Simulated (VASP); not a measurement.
TiTe, 2 atoms in the cell. The structure is cubic, space group Fm-3m (No. 225). Conventional cell: a = 6.100 Å, b = 6.100 Å, c = 6.100 Å, α = 90.00°, β = 90.00°, γ = 90.00°. Ti (site symmetry m-3m) is surrounded by 6 Te at 3.05 Å. Te (site symmetry m-3m) is surrounded by 6 Ti at 3.05 Å. The cell comes from a database or a generator and needn't be the stable form of this composition.

* Program: VASP 6.6.1
* Task: relaxation of cell and atoms
* Functional: LDA
* Potentials or basis: VASP PAW LDA potentials, release 64 (Ti_sv, Te)
* Cutoff: 600 eV
* k mesh: 8 × 8 × 8
* Occupations: fermi-dirac, width 0.05 eV
* Spin: no spin polarisation
* Further INCAR settings: ALGO = Normal; EDIFF = 1e-06; IBRION = 2; EDIFFG = -0.02; NSW = 40; ISIF = 3

Potentials or basis: VASP PAW LDA potentials, release 64 (Ti_sv, Te).

Launch:

```bash
$ cat potpaw_LDA.64/Ti_sv/POTCAR potpaw_LDA.64/Te/POTCAR > POTCAR
$ mpirun -np 1 vasp_std > vasp.out
```

Hardware: 1 thread of Intel(R) Xeon(R) 6975P-C (Granite Rapids), on a shared host.

Task: How long does it take, and how much memory?

Result: Run time: 28 s on 1 thread of Intel(R) Xeon(R) 6975P-C (Granite Rapids) (shared host), peak memory 0.19 GiB. Counts: scf iterations 38, k points 29, ion steps 3.
